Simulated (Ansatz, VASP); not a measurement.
# HgTe in two plane-wave programs

Aim: how closely do two programs agree when they are given the same cell, functional and k mesh? The cell is taken from a series of VASP runs on this material, whose earlier steps may have relaxed, scaled or displaced it; both programs get it as it stands.

Main program and level: Ansatz 0.2.0; plane waves, with VASP 6.6.1 beside it; zone-centre phonons at PBEsol with D3(BJ) and zone-centre phonons at r2SCAN.

### Step 1. The structure

The structure is cubic, space group F-43m (No. 216). The conventional cell has a = 6.436 Å, b = 6.436 Å, c = 6.436 Å, α = 90.00°, β = 90.00°, γ = 90.00°. Hg has 4 Te at 2.79 Å nearest. Te has 4 Hg at 2.79 Å nearest. Farther neighbours and most contacts between anions are not listed.

### Step 2. VASP: zone-centre phonons, PBEsol with D3(BJ)

Second derivatives magnify differences that forces hide, and they need a tight electronic threshold.

Lines of VASP's logs that name or quote its potential files are left out, and so is its time.

File INCAR:

```
SYSTEM = HgTe
PREC = Accurate
ENCUT = 450
EDIFF = 1E-08
NELM = 100
ISMEAR = 0
SIGMA = 0.05
LREAL = .FALSE.
ALGO = Normal
GGA = PS
IVDW = 12
NBANDS = 15
LORBIT = 11
LWAVE = .FALSE.
LCHARG = .FALSE.
KPAR = 4
IBRION = 6
NFREE = 2
POTIM = 0.015
NSW = 1
ISIF = 2
```

File POSCAR:

```
HgTe
1.0
    0.0000000000      3.2181416945      3.2181416945
    3.2181416945      0.0000000000      3.2181416945
    3.2181416945      3.2181416945      0.0000000000
Hg Te
1 1
Direct
    0.0000000000      0.0000000000      0.0000000000
    0.7500000000      0.7500000000      0.7500000000
```

File KPOINTS:

```
Automatic mesh
0
Gamma
10 10 10
0 0 0
```

Potentials, in the order of the species: Hg and Te (PBE family, release 64).

Command:

```bash
mpirun -np 4 vasp_std
```

Numbers of over 12 decimals in the logs are rounded to 6 here.

What it wrote:

```text
[banner, memory and clock lines left out]
running    4 mpi-ranks, on    1 nodes
 distrk:  each k-point on    1 cores,    4 groups
 distr:  one band on    1 cores,    1 groups

 POSCAR found type information on POSCAR HgTe
 POSCAR found :  2 types and       2 ions
|                                                                             |
|               ----> ADVICE to this user running VASP <----                  |
|                                                                             |
|     You enforced a specific xc type in the INCAR file but a different       |
|     [... a line on the potential file left out ...]
|     I HOPE YOU KNOW WHAT YOU ARE DOING!                                     |
|                                                                             |

 LDA part: xc-table for (Slater+PW92), standard interpolation
 POSCAR, INCAR and KPOINTS ok, starting setup
 FFT: planning ... GRIDC
 FFT: planning ... GRID_SOFT
 FFT: planning ... GRID
 WAVECAR not read
 entering main loop
       N       E                     dE             d eps       ncg     rms          rms(c)
DAV:   1     0.978865905398E+02    0.97887E+02   -0.74506E+03  1418   0.924E+02
DAV:   2    -0.118556223413E+01   -0.99072E+02   -0.93160E+02  1606   0.228E+02
DAV:   3    -0.457007666997E+01   -0.33845E+01   -0.33739E+01  1704   0.443E+01
DAV:   4    -0.460230647958E+01   -0.32230E-01   -0.32227E-01  2085   0.387E+00
DAV:   5    -0.460238294616E+01   -0.76467E-04   -0.76466E-04  1837   0.177E-01    0.790E+00
DAV:   6    -0.437611971152E+01    0.22626E+00   -0.47268E-01  1578   0.982E+00    0.630E+00
DAV:   7    -0.436526113764E+01    0.10859E-01   -0.10652E-01  1543   0.236E+00    0.229E+00
DAV:   8    -0.436322213362E+01    0.20390E-02   -0.11195E-02  1606   0.129E+00    0.613E-01
DAV:   9    -0.436297113302E+01    0.25100E-03   -0.73543E-04  1795   0.325E-01    0.129E-01
DAV:  10    -0.436297813688E+01   -0.70039E-05   -0.77982E-05  1663   0.846E-02    0.520E-02
DAV:  11    -0.436298524503E+01   -0.71082E-05   -0.23025E-05  1655   0.414E-02    0.340E-02
DAV:  12    -0.436298364306E+01    0.16020E-05   -0.40504E-06  1564   0.189E-02    0.159E-02
DAV:  13    -0.436298364042E+01    0.26364E-08   -0.34328E-07  1795   0.356E-03    0.978E-03
DAV:  14    -0.436298352722E+01    0.11320E-06   -0.21891E-07  1522   0.518E-03    0.101E-03
DAV:  15    -0.436298352502E+01    0.22062E-08   -0.30906E-08  1739   0.113E-03
   1 F= -.50816496E+01 E0= -.50816109E+01  d E =-.773677E-04
[...]
2 F= -.50811880E+01 E0= -.50811498E+01  d E =-.763511E-04
[...]
3 F= -.50811879E+01 E0= -.50811498E+01  d E =-.763500E-04
[...]
4 F= -.50811885E+01 E0= -.50811503E+01  d E =-.763479E-04
 Finite differences progress:
  Degree of freedom:   2/  2
  Displacement:        1/  2
  Total:               3/  4
 bond charge predicted
       N       E                     dE             d eps       ncg     rms          rms(c)
DAV:   1    -0.436209297338E+01    0.42967E-03   -0.23754E-01  5137   0.226E+00    0.213E-01
DAV:   2    -0.436254830659E+01   -0.45533E-03   -0.57301E-03  5900   0.427E-01    0.107E-01
DAV:   3    -0.436252264224E+01    0.25664E-04   -0.10308E-04  6565   0.660E-02    0.403E-02
DAV:   4    -0.436252265577E+01   -0.13526E-07   -0.77474E-06  6313   0.172E-02    0.859E-03
DAV:   5    -0.436252262073E+01    0.35036E-07   -0.74455E-07  6348   0.540E-03    0.322E-03
DAV:   6    -0.436252265585E+01   -0.35122E-07   -0.67062E-08  6600   0.163E-03    0.790E-04
DAV:   7    -0.436252266224E+01   -0.63840E-08   -0.57437E-09  4448   0.526E-04
   5 F= -.50811885E+01 E0= -.50811503E+01  d E =-.763513E-04
 Finite differences progress:
  Degree of freedom:   2/  2
  Displacement:        2/  2
  Total:               4/  4
```

Parts of OUTCAR (step 2):

```text
ion  position               nearest neighbor table
   1  0.000  0.000  0.000-   2 2.79   2 2.79   2 2.79   2 2.79
   2  0.750  0.750  0.750-   1 2.79   1 2.79   1 2.79   1 2.79

  LATTYP: Found a face centered cubic cell.
 ALAT       =     6.4362833890

 Subroutine GETGRP returns: Found 24 space group operations
 (whereof 24 operations were pure point group operations)

The static configuration has the point symmetry T_d .

 Found     47 irreducible k-points:

   k-points           NKPTS =     47   k-points in BZ     NKDIM =     47   number of bands    NBANDS=     15

   dimension x,y,z NGX =    32 NGY =   32 NGZ =   32
   dimension x,y,z NGXF=    64 NGYF=   64 NGZF=   64

   ENCUT  =  450.0 eV  33.07 Ry    5.75 a.u.   7.87  7.87  7.87*2*pi/ulx,y,z

   NELECT =      18.0000    total number of electrons

 k-points in reciprocal lattice and weights: Automatic mesh
   0.00000000  0.00000000  0.00000000       0.001
   0.10000000  0.00000000  0.00000000       0.008
   0.20000000  0.00000000  0.00000000       0.008
   0.30000000  0.00000000  0.00000000       0.008
   0.40000000  0.00000000  0.00000000       0.008
   0.50000000  0.00000000  0.00000000       0.004
   0.10000000  0.10000000  0.00000000       0.006
   0.20000000  0.10000000  0.00000000       0.024
   0.30000000  0.10000000  0.00000000       0.024
[...]
-0.30000000  0.40000000  0.20000000       0.024
  -0.30000000  0.50000000  0.20000000       0.012

 Edisp (eV)   -0.71867

 average (electrostatic) potential at core
       1 -40.1943       2 -91.1438

 E-fermi :   3.1065

 k-point     1 :       0.0000    0.0000    0.0000
  band No.  band energies     occupation
    ...
      6      -3.7812      2.00000
      7       2.3164      2.00000
      8       3.0834      1.48592
      9       3.0917      1.32389
     10       3.0979      1.19241
     11       7.2359      0.00000
     12       7.2463      0.00000
     13       7.2580      0.00000
     14       9.3904      0.00000
     15      12.6441      0.00000

 k-point     2 :       0.1000    0.0000    0.0000
  band No.  band energies     occupation
    ...
      5      -3.7832      2.00000
      6      -3.7826      2.00000
      7       1.4985      2.00000
      8       2.9619      1.99996
      9       2.9749      1.99980
     10       3.6077      0.00000
     11       7.1313      0.00000
     12       7.3991      0.00000
     13       7.4195      0.00000
     14      10.0813      0.00000
    ...

 k-point     3 :       0.2000    0.0000    0.0000
  band No.  band energies     occupation
    ...
      5      -3.7847      2.00000
      6      -3.7829      2.00000
      7       0.2784      2.00000
      8       2.6761      2.00000
      9       2.6963      2.00000
     10       3.8982      0.00000
     11       7.4848      0.00000
     12       7.7285      0.00000
     13       7.7630      0.00000
     14      10.8132      0.00000
    ...

 Edisp (eV)   -0.71867

  Total       0.00153     0.00337     0.00337     0.00000    -0.09373     0.00000
  in kB       0.03669     0.08099     0.08099     0.00000    -2.25283     0.00000
  external pressure =        0.07 kB  Pullay stress =        0.00 kB

  energy-cutoff  :      450.00
  volume of cell :       66.66
      direct lattice vectors                 reciprocal lattice vectors
     0.000000000  3.218141694  3.218141694    -0.155369169  0.155369169  0.155369169
     3.218141694  0.000000000  3.218141694     0.155369169 -0.155369169  0.155369169
     3.218141694  3.218141694  0.000000000     0.155369169  0.155369169 -0.155369169

 POSITION                                       TOTAL-FORCE (eV/Angst)
 -----------------------------------------------------------------------------------
      0.00000      0.00000      0.00000        -0.061518      0.000000      0.000000
      4.81221      4.82721      4.82721         0.061518     -0.000000     -0.000000
 -----------------------------------------------------------------------------------
    total drift:                               -0.000003     -0.000000     -0.000000

  FREE ENERGIE OF THE ION-ELECTRON SYSTEM (eV)
  ---------------------------------------------------
  free  energy   TOTEN  =        -5.0811884819 eV

  energy  without entropy=       -5.0811121306  energy(sigma->0) =       -5.08115031

 Eigenvectors and eigenvalues of the dynamical matrix
 ----------------------------------------------------

   1 f  =    3.583980 THz    22.518813 2PiTHz  119.548716 cm-1    14.822145 meV
             X         Y         Z           dx          dy          dz
      0.000000  0.000000  0.000000     0.000000    0.000000   -0.623625
      4.827213  4.827213  4.827213     0.000000    0.000000    0.781723

   2 f  =    3.583980 THz    22.518813 2PiTHz  119.548716 cm-1    14.822145 meV
             X         Y         Z           dx          dy          dz
      0.000000  0.000000  0.000000     0.229308    0.579937    0.000000
      4.827213  4.827213  4.827213    -0.287440   -0.726959    0.000000

   3 f  =    3.583980 THz    22.518813 2PiTHz  119.548716 cm-1    14.822145 meV
             X         Y         Z           dx          dy          dz
      0.000000  0.000000  0.000000     0.579937   -0.229308    0.000000
      4.827213  4.827213  4.827213    -0.726959    0.287440    0.000000

   4 f/i=    0.000403 THz     0.002530 2PiTHz    0.013434 cm-1     0.001666 meV
             X         Y         Z           dx          dy          dz
      0.000000  0.000000  0.000000    -0.012856   -0.756360    0.197091
      4.827213  4.827213  4.827213    -0.010256   -0.603392    0.157231

   5 f/i=    0.000403 THz     0.002530 2PiTHz    0.013434 cm-1     0.001666 meV
             X         Y         Z           dx          dy          dz
      0.000000  0.000000  0.000000     0.009986    0.196943    0.756442
      4.827213  4.827213  4.827213     0.007967    0.157113    0.603457

   6 f/i=    0.000403 THz     0.002530 2PiTHz    0.013434 cm-1     0.001666 meV
             X         Y         Z           dx          dy          dz
      0.000000  0.000000  0.000000    -0.781554    0.014958    0.006423
      4.827213  4.827213  4.827213    -0.623490    0.011933    0.005124

 ELASTIC MODULI CONTR FROM IONIC RELAXATION (kBar)
 Direction    XX          YY          ZZ          XY          YZ          ZX
 --------------------------------------------------------------------------------
 XX          -0.0000     -0.0000     -0.0000     -0.0000     -0.0000     -0.0000
 YY          -0.0000     -0.0000     -0.0000     -0.0000     -0.0000      0.0000
 ZZ          -0.0000     -0.0000     -0.0000     -0.0000     -0.0000     -0.0000
 XY          -0.0000     -0.0000     -0.0000   -229.0524     -0.0000      0.0000
 YZ          -0.0000     -0.0000     -0.0000     -0.0000   -229.0524     -0.0000
 ZX          -0.0000      0.0000     -0.0000      0.0000     -0.0000   -229.0524
 --------------------------------------------------------------------------------

 total charge
# of ion       s       p       d       tot
------------------------------------------
    1        0.753   0.435   9.348  10.537
    2        1.370   1.971   0.035   3.375
--------------------------------------------------
tot          2.123   2.406   9.383  13.912

[... 3 further parts left out ...]
```

### Step 3. Ansatz: zone-centre phonons, PBEsol with D3(BJ)

Ansatz runs on its default PAW (the set named soft_2) files.

The same cell, functional, mesh and smearing now go to Ansatz, which takes its cutoff from its data sets.

File input.yaml:

```yaml
crystal:
  lattice:
    - [0.0, 3.2181416945, 3.2181416945]
    - [3.2181416945, 0.0, 3.2181416945]
    - [3.2181416945, 3.2181416945, 0.0]
  atoms:
    - { symbol: Hg, position: [0.0, 0.0, 0.0] }
    - { symbol: Te, position: [0.75, 0.75, 0.75] }
hamiltonian:
  xc: pbesol
  pseudopotentials: { kind: paw }
  dispersion: d3bj
kpoints:
  mp_grid: { grid: [10, 10, 10] }
scf:
  occupations: { method: gaussian, width: 0.05 }
phonons:
  method: dfpt
  qpoints: [[0, 0, 0]]
```

Command:

```bash
ansatz run input.yaml --threads 4 --pin off --max-ram 9216MiB --backend cpu --events-out ev --progress --plain --runs-dir out
```

What it wrote:

```text
zone centre: on kpoints.mp_grid the ground state, and the responses unless they are solved on pairs of k-points, stand on 102 of the mesh's 1000 k-points, reduced under 8 symmetry operations, with k and −k counted as one. Each operation leaves every solved displacement unchanged or reverses it
Engine: ansatz 0.2.0, aarch64-unknown-linux-gnu
Pseudopotentials: kind: paw
Pseudopotential: Hg, paw, valence charge 20, recommended cutoff 420 eV (normal), Hg.paw.azcp
Pseudopotential: Te, paw, valence charge 16, recommended cutoff 420 eV (normal), Te.paw.azcp
Functional definition: PBEsol
  exchange = pbesol_x
  correlation = pbesol_c
Crystal: 2 atoms, lattice volume = 66.657 Å³
Basis set: ecut = 420 eV, 1291 PW (Γ), exchange–correlation on 64×64×64 points (8 copies of the dense FFT grid, shifted against one another)
Bands: 22, of which v1, the nominal top of the filled ones, is band 18 counted from 1 (17 counted from 0)
Symmetry: 24 space group operations
k-points: 102 of 1000 (irreducible under 8 space group operations, time reversal used)
Non-local potential: Hg, projectors of the file, l = 0: 3, l = 1: 2, l = 2: 2, l = 3: 1
Non-local potential: Te, projectors of the file, l = 0: 2, l = 1: 2, l = 2: 2, l = 3: 2
PAW form: soft (Blöchl's): semilocal exchange-correlation on the pseudo side does not see the compensation charge
PAW frozen core: Hg, regenerated for the run's functional, and the local potential with it (the file was generated under x = pbe(κ = 0.804, μ = 0.219515), c = pbe(β = 0.066725))
PAW frozen core: Te, regenerated for the run's functional, and the local potential with it (the file was generated under x = pbe(κ = 0.804, μ = 0.219515), c = pbe(β = 0.066725))
PAW one-centre angular grid: Hg, 590 points (default); XC on 64 Gauss nodes
PAW one-centre angular grid: Te, 590 points (default); XC on 64 Gauss nodes
Initial density: superposition of atomic densities (neutral atoms: chi_scale 0, normalization atom), corrected by the library's trained network
Initial wavefunctions: pseudopotential atomic-orbital guess
Functional: x = pbesol(κ = 0.804, μ = 0.123457), c = pbesol(β = 0.046)
SCF iter   1: F=—  HF=-20570.524991 eV  |F-HF|=—  |Δ(HF+E_count)|=         —  Δρ=2.74e-3  dr2=7.81e-3  ethr=1.77e-3  ⟨swp⟩=6.1  Hψ=10690  notcnv=0
preconditioner: auto → none  [insulator: Δε(μ)=0.510 eV  Ē_g=10.596 eV  σ=0.050 eV  W_gap=0.67  n_scr=14 (ndim 8)  ℏωp=19.3 eV  f_vac=0.180  D(μ)=0.06/eV (n_scr^D=0)  ε∞_Penn≈4.3]
SCF iter   2: F=—  HF=-20570.522664 eV  |F-HF|=—  |Δ(HF+E_count)|=   2.33e-3  Δρ=8.37e-4  dr2=3.01e-4  ethr=2.17e-5  ⟨swp⟩=3.0  Hψ=4980  notcnv=0
SCF iter   3: F=—  HF=-20570.522874 eV  |F-HF|=—  |Δ(HF+E_count)|=   2.10e-4  Δρ=4.00e-4  dr2=6.54e-5  ethr=8.36e-7  ⟨swp⟩=2.1  Hψ=2908  notcnv=0
SCF iter   4: F=—  HF=-20570.522946 eV  |F-HF|=—  |Δ(HF+E_count)|=   7.20e-5  Δρ=1.62e-4  dr2=2.19e-5  ethr=1.82e-7  ⟨swp⟩=2.0  Hψ=3212  notcnv=0
SCF iter   5: F=—  HF=-20570.522946 eV  |F-HF|=—  |Δ(HF+E_count)|=   6.89e-7  Δρ=2.10e-5  dr2=1.80e-7  ethr=6.08e-8  ⟨swp⟩=2.0  Hψ=3061  notcnv=0
SCF iter   6: F=—  HF=-20570.522946 eV  |F-HF|=—  |Δ(HF+E_count)|=   3.80e-8  Δρ=3.94e-6  dr2=8.65e-9  ethr=4.99e-10  ⟨swp⟩=2.0  Hψ=3163  notcnv=0
SCF iter   7: F=—  HF=-20570.522946 eV  |F-HF|=—  |Δ(HF+E_count)|=   4.76e-9  Δρ=5.20e-7  dr2=1.20e-10  ethr=2.40e-11  ⟨swp⟩=2.1  Hψ=4027  notcnv=0
SCF iter   8: F=-20570.522946 eV  HF=-20570.522946 eV  |F-HF|=7.28e-12  |Δ(HF+E_count)|=  3.38e-10  Δρ=8.97e-8  dr2=5.80e-12  ethr=1.00e-12  ⟨swp⟩=7.0  Hψ=10273  notcnv=0
SCF 1 converged in 8 iterations: F = -20570.522946 eV  dr2 = 5.80e-12
  greatest PAW one-centre occupation: 1.000 electrons in one spin orbital (limit 2), on the Hg atom at site 0 (counted from 0), in its partial waves of l = 0
DFPT response loops at Γ: preconditioner auto → none (partly filled bands, converged f_vac=0.173); β = 0.50; Broyden in place of MSR1
SCF converged after 8 iterations
Free energy (F): -20570.522946 eV
Harris-Foulkes:  -20570.522946 eV  (|F-HF|=7.28e-12)
Internal energy: -20570.522869 eV  (E = F + TS)
E sigma→0 (E₀):  -20570.522908 eV
Entropy (-TS):   -0.000077 eV (-0.039 meV/atom)
Fermi energy:    8.811379 eV
--- Per-component energies (eV) ---
  E_band       = -770.712969
  E_kinetic    = 784.987969
  E_local      = -4780.531646  (includes V_loc(G=0)·N_el)
  E_nonlocal   = -231.718273
  E_hartree    = 2322.921176
  E_xc         = -342.328819
  E_vxc        = -365.913205  (∫ρ·V_xc dr)
  E_paw        = -14385.242983  (= ΣΔE_a)
  E_vpaw       = -823.380670  (= ΣTr[D̂ρ^β])
  E_aug_tail   = 0.000705  (compensation charges beyond the density's cutoff)
  E_ewald      = -3938.595591
  E_disp       = -0.718874  (pairwise vdW)
  E_core_change = 0.703466  (= ΣΔE_core)
  E_smearing   = -0.000077  (= −TS)
  E_closure    = 0.000000  (closes the sum)
  Σ components = -20570.522946   (vs F -20570.522946, Δ=0.00e0)
--- Band table (eV; the first three rows and the last of 102) ---
  k-point 0: bands = [... 14 lower, 1.9308, 8.0270, 8.7961, 8.7961, 8.7961, 12.9740, 12.9740, 12.9740]
  k-point 1: bands = [... 14 lower, 1.9291, 7.2046, 8.6756, 8.6756, 9.3162, 12.8544, 13.1338, 13.1338]
  k-point 2: bands = [... 14 lower, 1.9276, 5.9830, 8.3918, 8.3918, 9.6183, 13.1908, 13.4736, 13.4736]
  k-point 101: bands = [... 14 lower, 2.5538, 3.1798, 6.0722, 6.1901, 11.7672, 12.8116, 14.6193, 15.0677]
--- Phonons (Γ-DFPT): 2 representative perturbations + reference, on 102 of 1000 k-points (Σ response iterations 6) ---
  k mesh reduced under 8 symmetry operations, with k and −k counted as one. Each operation leaves every solved displacement unchanged or reverses it
  ASR residual: 1.645e-4 → 0.000e0 eV/Å²; symmetrization residual: 6.782e-5 eV/Å²
  pairwise dispersion correction: d3bj (s6 = 1.0, s8 = 2.9491, a1 = 0.4466, a2_bohr = 6.1742), with the weights of each atom's references fixed at the reference crystal's, and the forces and stress that the weights' published response gives there kept as a pressure on the atom's counted neighbours (hamiltonian.dispersion)
  ASR residual per site (eV/Å²): 1.64e-4 2.54e-5
  Γ frequencies (cm⁻¹): 0.00 0.00 0.00 117.67 117.67 117.67
  non-analytic LO–TO correction: not included (Born effective charges unavailable; polar crystals: no LO–TO splitting at Γ)
--- Phonons (arbitrary-q DFPT): 1 explicit q-point ---
  q = [0, 0, 0] (of the zone-centre solve; hermiticity 3.42e-5, symmetrization 2.57e-12): -0.00 -0.00 -0.00 117.67 117.67 117.67
  sum rule: each row above includes the acoustic sum rule's correction from the zone centre's row sums; it moved no ω² by more than (0.47 cm⁻¹)²
```

Wall time 14 s (4 threads of Arm Neoverse V1, shared host); peak memory 0.77 GiB; 51 s of CPU time.

### Step 4. Side by side

Known differences besides the potentials themselves: the data sets hold 36 valence electrons in Ansatz (default PAW (the set named soft_2) files) and 18 in VASP; the cutoff is 420 eV in Ansatz and 450 eV in VASP; Ansatz makes its cores anew for this functional, VASP keeps those of its PBE data sets; VASP leaves aspherical gradient terms in its spheres out (LASPH is not set), Ansatz keeps them; Ansatz takes the dispersion share of the force constants at frozen C6 weights, VASP differentiates the full forces; VASP uses finite displacements, Ansatz perturbation theory. Total energies have different zeros and are not compared.

Compared:

```
                  quantity  Ansatz   VASP  difference
optical mode 1 to 3 (cm⁻¹)   117.7  119.5     -1.57 %
```

Modes are paired by rising frequency and degeneracy, not by their patterns, so a pair may still set unlike modes beside each other.

(Part 1 of 2 ends here.)

[Lines on the potential files, build, host, timing and source positions are cut from VASP's logs without a mark.]

[Logs are printed without paths, hosts, clocks, repeated set-up lines and the standing remarks that a program may print on its own settings, such as how far it seeks lower states.]

[Hosts, paths, dates, database ids (printed as entryN), source tags and the programs' standing remarks are cut or masked in the printed files.]
